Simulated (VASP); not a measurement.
Crystal: Cu.

```
CELL_PARAMETERS angstrom
0.00000 1.80750 1.80750
1.80750 0.00000 1.80750
1.80750 1.80750 0.00000
ATOMIC_POSITIONS crystal
Cu 0.00000 0.00000 0.00000
```

Program: VASP 6.6.1. Alike in all runs: potentials or basis VASP PAW PBE potentials, release 64 (Cu); no spin polarisation; cell as given; k mesh 13 × 13 × 13; cutoff (eV) 520.

**Question.** Order these runs on this cell by their pressure, lowest first.
A. level PBE; smearing gaussian 0.012 eV
B. level SCAN; smearing fermi-dirac 0.05 eV
C. level TPSS; smearing fermi-dirac 0.05 eV

**Answer.** B (-6.3 GPa), C (-4.4 GPa), A (2.2 GPa).

Caveats: the PAW data sets were made with another functional, which shifts forces and pressure a little (some runs).
